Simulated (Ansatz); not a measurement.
Reactions of `CO[SiH2]OC(C)=O`.

Calculated with Ansatz (gas phase, PBE0-D4/def2-TZVP geometries, no zero-point term in ΔE). CCSD(T)/CBS is the MP2 limit (def2-TZVPP, def2-QZVPP) plus CCSD(T) − MP2 in def2-TZVPP, frozen cores. This one scheme is used for every species, atoms too. DFT in def2-TZVPP. No spin–orbit coupling; open shells (•) take unrestricted orbitals. Spin–orbit coupling would lower the free atoms: a little for C, O, Si. For Ge outer-core shells are correlated without core-valence functions, so the limit isn't a true one: a few kJ/mol of doubt a bond, and 10 to 20 or more in all where bonds break to atoms. Scalar relativity is left out up to krypton. One conformer a species, not always the lowest.

```json
{"reaction": "`CO[SiH2]OC(C)=O` + CH₃SH → `CO[SiH2]SC` + `CC(=O)O`", "ωB97M-V (kcal/mol)": "6.8", "HF/CBS(def2) (kcal/mol)": "11.5", "r2SCAN-D4 (kcal/mol)": "5.5", "CCSD(T)/CBS(def2) (kcal/mol)": "6.9"}
{"reaction": "`CO[SiH2]OC(C)=O` + `F[SiH](F)S` → `CO[SiH2]S[SiH](F)F` + `CC(=O)O`", "ωB97M-V (kcal/mol)": "5.8", "HF/CBS(def2) (kcal/mol)": "10.9", "r2SCAN-D4 (kcal/mol)": "4.9", "CCSD(T)/CBS(def2) (kcal/mol)": "6.3"}
{"reaction": "`CO[SiH2]OC(C)=O` → `CC(=O)O[SiH3]` + `C=O`", "ωB97M-V (kcal/mol)": "51.3", "HF/CBS(def2) (kcal/mol)": "46.9", "r2SCAN-D4 (kcal/mol)": "52.3", "CCSD(T)/CBS(def2) (kcal/mol)": "51.2"}
{"reaction": "`CO[SiH2]OC(C)=O` + `N[SiH2]F` → `CO[SiH2]N[SiH2]F` + `CC(=O)O`", "ωB97M-V (kcal/mol)": "6.8", "HF/CBS(def2) (kcal/mol)": "7.9", "r2SCAN-D4 (kcal/mol)": "6.6", "CCSD(T)/CBS(def2) (kcal/mol)": "6.9"}
{"reaction": "`CO[SiH2]OC(C)=O` + `[NH2][GeH3]` → `CO[SiH2][NH][GeH3]` + `CC(=O)O`", "ωB97M-V (kcal/mol)": "5.3", "HF/CBS(def2) (kcal/mol)": "6.6", "r2SCAN-D4 (kcal/mol)": "5.4", "CCSD(T)/CBS(def2) (kcal/mol)": "5.4"}
{"reaction": "`CO[SiH2]OC(C)=O` → `C[O]`• + `CC(=O)O[SiH2]`•", "ωB97M-V (kcal/mol)": "122.1", "HF/CBS(def2) (kcal/mol)": "92.3", "r2SCAN-D4 (kcal/mol)": "113.7", "CCSD(T)/CBS(def2) (kcal/mol)": "124.9"}
{"reaction": "`CO[SiH2]OC(C)=O` → 3 C• + 8 H• + 3 O• + Si•", "ωB97M-V (kcal/mol)": "1461.3", "HF/CBS(def2) (kcal/mol)": "1054.1", "r2SCAN-D4 (kcal/mol)": "1461.4", "CCSD(T)/CBS(def2) (kcal/mol)": "1457.7"}
{"reaction": "`CO[SiH2]OC(C)=O` + H–F → `CC(=O)O[SiH2]F` + CH₃OH", "ωB97M-V (kcal/mol)": "-9.5", "HF/CBS(def2) (kcal/mol)": "-11.5", "r2SCAN-D4 (kcal/mol)": "-9.9", "CCSD(T)/CBS(def2) (kcal/mol)": "-8.7"}
{"reaction": "`CO[SiH2]OC(C)=O` + H₂ → `CC(=O)O[SiH3]` + CH₃OH", "ωB97M-V (kcal/mol)": "21.3", "HF/CBS(def2) (kcal/mol)": "19.1", "r2SCAN-D4 (kcal/mol)": "22.0", "CCSD(T)/CBS(def2) (kcal/mol)": "21.4"}
{"reaction": "`CO[SiH2]OC(C)=O` + H–F → `CO[SiH2]F` + `CC(=O)O`", "ωB97M-V (kcal/mol)": "-13.7", "HF/CBS(def2) (kcal/mol)": "-16.6", "r2SCAN-D4 (kcal/mol)": "-14.3", "CCSD(T)/CBS(def2) (kcal/mol)": "-12.4"}
```

Largest T1 diagnostic: 0.019, for `C[O]`•.
